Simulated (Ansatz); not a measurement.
**PbI2: stable or not**

The structure comes from a generated guess, relaxed at this level; another structure or a mixture of phases may lie lower.

These are results of DFT PBE, scalar-relativistic, plane waves, PAW (Ansatz), not measurements. Settings of the last relaxation (3-atom cell): 420 eV, 6×6×1 k points, Gaussian smearing of 0.02 eV, no spin polarisation.

The sheet is periodic along a and b; c holds vacuum.

```
CELL_PARAMETERS angstrom
4.66584 0.00000 0.00000
-2.33292 4.04074 0.00000
0.00000 0.00000 31.19562
ATOMIC_POSITIONS crystal
Pb 0.00000 0.00000 0.28850
I 0.33333 0.66667 0.34825
I 0.66667 0.33333 0.22876
```

Energies over the elements count from the elements' standard structures at the same level, with no fitted energy shifts.

**Question.** These tests were run: energy against the elements; phonons on a 3×3×1 q mesh. What do they show?

**Answer.**

```csv
test,result
energy against the elements,−0.670 eV/atom
phonons on a 3×3×1 q mesh,no imaginary mode on the mesh
```

It fails none of these tests. Whether a mixture of other phases lies lower isn't tested here.

Spin–orbit coupling, which can matter for I and Pb, is left out. The reference form of I is held partly by dispersion forces, which this level lacks. The run for the phonons used a 6×6×1 k mesh.
